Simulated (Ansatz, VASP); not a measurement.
# One calculation of Al, two programs

```
Al
1.0
     2.81245    0.00000    0.00000
    -1.40623    2.43566    0.00000
     0.00000    0.00000    4.86685
Al
2
Direct
  0.66667 0.33333 0.75000
  0.33333 0.66667 0.25000
```

This isn't the form of Al at room conditions, which is fcc.

Alike in both runs: task single point; functional r2SCAN; dispersion D4; k mesh 9 × 9 × 5; occupations fermi-dirac, width 0.3 eV; no spin polarisation.

|  | VASP | Ansatz |
| --- | --- | --- |
| version | VASP 6.6.1 | Ansatz 0.2.0 |
| potentials or method | VASP PAW PBE potentials, release 64 (Al) | plane waves, PAW |
| plane-wave cutoff (eV) | 520 | 762 |
| valence electrons in the cell | 6 | 6 |

|  | VASP | Ansatz | Ansatz less VASP |
| --- | --- | --- | --- |
| dispersion energy (meV/atom) | -117.2 | -117.3 | -0.13 |

Ansatz warned: «structure_snapped_to_symmetry».
